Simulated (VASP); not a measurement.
# TiO₂: molecular dynamics with a thermostat

TiO₂, Pnma (no. 62), 12 atoms in the cell. PBE, molecular dynamics; PAW potentials Ti, O (PBE set).

Ensemble: Nose-Hoover; Target temperature (K): 1000.

## Input

INCAR:
```
GGA = PE
PREC = Normal
ENCUT = 400
EDIFF = 1E-6
NELMIN = 4
NELM = 60
ALGO = Normal
LREAL = Auto
LASPH = True
ISMEAR = 0
SIGMA = 0.05
ISYM = 0
LWAVE = False
LCHARG = False
IBRION = 0
NSW = 60
POTIM = 1.0
TEBEG = 1000
ISIF = 2
RANDOM_SEED = 855597 0 0
MDALGO = 2
SMASS = 0
KPAR = 2
```

KPOINTS:
```
k-points
0
Gamma
  1 3 2
```

POSCAR:
```
TiO2
1.0
    9.4590000000      0.0000000000      0.0000000000
    0.0000000000      2.9585000000      0.0000000000
    0.0000000000      0.0000000000      4.9022000000
Ti O
4 8
Direct
    0.6369000000      0.2500000000      0.5646300000
    0.3631000000      0.7500000000      0.4353700000
    0.8631000000      0.7500000000      0.0646300000
    0.1369000000      0.2500000000      0.9353700000
    0.4724000000      0.2500000000      0.2916000000
    0.5276000000      0.7500000000      0.7084000000
    0.0276000000      0.7500000000      0.7916000000
    0.9724000000      0.2500000000      0.2084000000
    0.7663000000      0.2500000000      0.8635000000
    0.2337000000      0.7500000000      0.1365000000
    0.7337000000      0.7500000000      0.3635000000
    0.2663000000      0.2500000000      0.6365000000
```

Commands:
```
cat potpaw_PBE.64/Ti/POTCAR potpaw_PBE.64/O/POTCAR > POTCAR
mpirun -np 2 vasp_std > vasp.out
```

## Result

- Mean temperature (K): 974
- Rise of the mean potential energy above the start (meV/atom): 111.0
- Electronic steps per ionic step after the first: 5.4

Course of the run:

| Time (fs) | Temperature (K) | Potential energy less the first (meV/atom) |
|---|---|---|
| 1 | 1001 | 0.0 |
| 6 | 873 | 15.8 |
| 10 | 683 | 43.5 |
| 15 | 610 | 70.4 |
| 19 | 807 | 76.9 |
| 24 | 1304 | 84.0 |
| 28 | 1547 | 108.7 |
| 33 | 1326 | 154.7 |
| 37 | 1075 | 175.1 |
| 42 | 1024 | 164.9 |
| 46 | 1020 | 150.7 |
| 51 | 825 | 157.4 |
| 55 | 687 | 169.3 |
| 60 | 826 | 161.5 |

REPORT:
```
MDALGO =   2
               SCALING =       0
                 CNEXP =     9.000   14.000
           RANDOM_SEED =            855597                0                0

   original number of atomic DOF:         33
   number of independent constraints:      0
   number of active DOF:                  33

========================================
         MD step No.       1
========================================

  Atomic velocities initialized by STEP_tb

  >Energies
                    E_tot             E_pot             E_kin               EPS                ES
   e_b>   -0.10401734E+03   -0.10544001E+03    0.14226730E+01    0.00000000E+00    0.00000000E+00

  >Temperature
               T_sim     T_inst
   tmprt>   1000.000   1000.566

  >Thermostat:
           s(n+1) sdot(n+1)      s(n)   sdot(n)        Qs
   s_b>   0.00001   0.00001   0.00000   0.00000   0.02486

           RANDOM_SEED =            855597               72                0

[... steps left out ...]

========================================
         MD step No.      60
========================================

  >Energies
                    E_tot             E_pot             E_kin               EPS                ES
   e_b>   -0.10401769E+03   -0.10350235E+03    0.11745171E+01    0.34963451E-01   -0.17248237E+01

  >Temperature
               T_sim     T_inst
   tmprt>   1000.000    826.038

  >Thermostat:
           s(n+1) sdot(n+1)      s(n)   sdot(n)        Qs
   s_b>  -0.62485  -0.01921  -0.60653  -0.01742   0.02486

           RANDOM_SEED =            855597               72                0
```

OSZICAR:
```
N       E                     dE             d eps       ncg     rms          rms(c)
DAV:   1     0.781278285437E+03    0.78128E+03   -0.23376E+04   312   0.130E+03
DAV:   2     0.909471053249E+02   -0.69033E+03   -0.66371E+03   360   0.371E+02
DAV:   3    -0.124724265415E+03   -0.21567E+03   -0.21291E+03   418   0.211E+02
DAV:   4    -0.139692431407E+03   -0.14968E+02   -0.14940E+02   408   0.673E+01
DAV:   5    -0.140091001198E+03   -0.39857E+00   -0.39842E+00   378   0.107E+01    0.593E+01
DAV:   6    -0.108464154042E+03    0.31627E+02   -0.24217E+02   408   0.756E+01    0.207E+01
DAV:   7    -0.107233809465E+03    0.12303E+01   -0.57601E+01   465   0.465E+01    0.195E+01
DAV:   8    -0.106576971685E+03    0.65684E+00   -0.29034E+01   434   0.312E+01    0.125E+01
DAV:   9    -0.105434097224E+03    0.11429E+01   -0.94035E+00   420   0.193E+01    0.886E-01
DAV:  10    -0.105443628316E+03   -0.95311E-02   -0.19235E-01   368   0.245E+00    0.674E-01
DAV:  11    -0.105446119925E+03   -0.24916E-02   -0.14318E-01   464   0.194E+00    0.669E-01
DAV:  12    -0.105440462687E+03    0.56572E-02   -0.25274E-02   443   0.955E-01    0.225E-01
[... left out ...]
     59 T=   776. E= -.10401726E+03 F= -.10346709E+03 E0= -.10346709E+03  EK= 0.11028E+01 SP= -.17E+01 SK= 0.26E-01
[... last step whole ...]
       N       E                     dE             d eps       ncg     rms          rms(c)
DAV:   1    -0.103502172256E+03   -0.35085E-01   -0.80928E-04   544   0.301E+00    0.344E-02
DAV:   2    -0.103502357799E+03   -0.18554E-03   -0.23085E-03   347   0.294E-01    0.252E-02
DAV:   3    -0.103502350527E+03    0.72718E-05   -0.43587E-05   392   0.541E-02    0.199E-02
DAV:   4    -0.103502346699E+03    0.38283E-05   -0.41053E-05   354   0.380E-02    0.844E-03
DAV:   5    -0.103502347111E+03   -0.41178E-06   -0.84451E-06   376   0.172E-02
     60 T=   826. E= -.10401769E+03 F= -.10350235E+03 E0= -.10350235E+03  EK= 0.11745E+01 SP= -.17E+01 SK= 0.35E-01
```

Limits: 60 fs of 12 atoms are too short for converged averages; the cell is only 3.0 Å across, so each atom moves in step with near copies of itself.

VASP 6.6.1 took 238 s on 2 cores (AMD EPYC 7R43 (Zen 3)), a shared host.
